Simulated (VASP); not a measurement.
**ZnO: single point with PBEsol**

**Measured values to compare with.**

From “Electronic structure of alkaline earth and post-transition metal oxides”, 2009, arxiv:0908.1581, for a bulk crystal of ZnO: band gap 3.37 eV.

The system is ZnO.

```
CELL_PARAMETERS angstrom
3.23003 0.00000 0.00000
-1.61501 2.79729 0.00000
0.00000 0.00000 5.21437
ATOMIC_POSITIONS crystal
Zn 0.33333 0.66667 0.00159
Zn 0.66667 0.33333 0.50159
O 0.33333 0.66667 0.38051
O 0.66667 0.33333 0.88051
```

```
Program             : VASP 6.6.1
Task                : single point
Functional          : PBEsol
Potentials or basis : VASP PAW PBE potentials, release 64 (Zn, O)
Cutoff              : 520 eV
k mesh              : 12 × 12 × 6
Occupations         : gaussian, width 0.05 eV
Spin                : no spin polarisation
```

| Property | Result |
| --- | --- |
| Pressure | 1.0 GPa |
| Band gap on the k mesh | 0.69 eV, direct |

Levels at points of the mesh, in eV from the valence-band top:
| k point | band 14 | band 15 | band 16 | band 17 | band 18 | band 19 | band 20 | band 21 | band 22 | band 23 |
| --- | --- | --- | --- | --- | --- | --- | --- | --- | --- | --- |
| (0.00, 0.00, 0.00) | -0.81 | -0.81 | -0.09 | 0.00 | 0.00 | 0.69 | 5.16 | 8.10 | 12.83 | 12.83 |
| (0.50, 0.00, 0.00) | -3.61 | -2.88 | -2.32 | -1.33 | -0.86 | 5.73 | 6.72 | 7.43 | 8.51 | 10.50 |
| (0.00, 0.00, 0.50) | -2.28 | -0.40 | -0.40 | -0.40 | -0.40 | 3.38 | 3.38 | 9.96 | 9.96 | 13.12 |
| (0.50, 0.00, 0.50) | -3.79 | -1.54 | -1.54 | -1.41 | -1.41 | 5.58 | 5.58 | 8.40 | 8.40 | 11.18 |

Wall time 30 s on 1 thread of Intel(R) Xeon(R) 6975P-C (Granite Rapids), on a shared host, peak memory 0.2 GiB.

Against the measured gap of ZnO, 3.37 eV (quoted in “Electronic structure of alkaline earth and post-transition metal oxides”, 2009, arxiv:0908.1581), the calculated 0.69 eV is off by -2.68 eV. So large a miss can be the level of theory's own, or it may mean another phase, state or a wrong row. The value is that of PBEsol, without temperature or zero-point motion. Semilocal functionals fall short of measured gaps as a rule.

Caveat: the PAW data sets were made with another functional, which shifts forces and pressure a little.
